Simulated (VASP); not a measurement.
## From an Ansatz input to VASP: TiS2 (strained measured structure)

Ansatz input

```yaml
crystal:
  lattice:
    - [3.5817985567, 0.0, 0.0]
    - [-1.7908992783, 3.1019285414, 0.0]
    - [0.0, 0.0, 5.5969053585]
  atoms:
    - { symbol: Ti, position: [0.0, 0.0, 0.0] }
    - { symbol: S, position: [0.3333333333, 0.6666666667, 0.2384920166] }
    - { symbol: S, position: [0.6666666667, 0.3333333333, 0.7615079834] }
kpoints:
  mp_grid: { grid: [12, 12, 4] }
  band_path:
    path:
      - [0.0, 0.0, 0.0]
      - [0.5, 0.0, 0.0]
      - [0.3333333333, 0.3333333333, 0.0]
      - [0.0, 0.0, 0.5]
      - [0.5, 0.0, 0.5]
      - [0.3333333333, 0.3333333333, 0.5]
      - [0.0, 0.5, 0.5]
    npoints: 1
hamiltonian:
  xc: r2scan
scf:
  occupations: { method: fermi_dirac, width: 0.02 }
  n_extra_bands: 4
output:
  forces: true
  stress: true
  eigenvalues: true
```

Translate this input to VASP.



INCAR

```
METAGGA = R2SCAN
ENCUT = 520
ALGO = Normal
ISMEAR = -1
NELM = 120
NSW = 0
EDIFF = 1E-7
IBRION = -1
LELF = .TRUE.
LASPH = .TRUE.
LCHARG = .TRUE.
LREAL = .FALSE.
PREC = Accurate
SIGMA = 0.02
ISIF = 2
LWAVE = .FALSE.
NBANDS = 19
```

KPOINTS

```
KPOINTS created by Atomic Simulation Environment
0
Gamma
12 12 4
0 0 0
```

KPOINTS_OPT

```
special points
7
Reciprocal
0.0000000000 0.0000000000 0.0000000000 1
0.5000000000 0.0000000000 0.0000000000 1
0.3333333333 0.3333333333 0.0000000000 1
0.0000000000 0.0000000000 0.5000000000 1
0.5000000000 0.0000000000 0.5000000000 1
0.3333333333 0.3333333333 0.5000000000 1
0.0000000000 0.5000000000 0.5000000000 1
```

POSCAR

```
Ti S
 1.0000000000000000
     3.5817985567342729   -0.0000000000288676    0.0000000000000000
    -1.7908992783421365    3.1019285413847526    0.0000000000000000
     0.0000000000000000    0.0000000000000000    5.5969053584999999
 Ti  S
   1   2
Cartesian
  0.0000000000000000  0.0000000000000000 -0.0000000000000000
  0.0000000000166670  2.0679523609135457  1.3348172459418914
  1.7908992783754702  1.0339761804423391  4.2620881125581098
```

VASP ran with the recommended PBE PAW datasets (24 valence electrons in the cell). Other inputs would serve too.

|  | Ansatz | VASP |
| --- | --- | --- |
| gap between bands v and c | 0.24 eV | 0.26 eV |
| least direct gap | 0.35 eV | 0.37 eV |
| pressure | -4.2 GPa | -4.2 GPa |
| largest force | 0.04 eV/Å | 0.02 eV/Å |

Datasets and cutoffs are each program's own. VASP's cell holds 24 valence electrons and Ansatz's 24. Ansatz's stress includes a Pulay correction; VASP's doesn't.
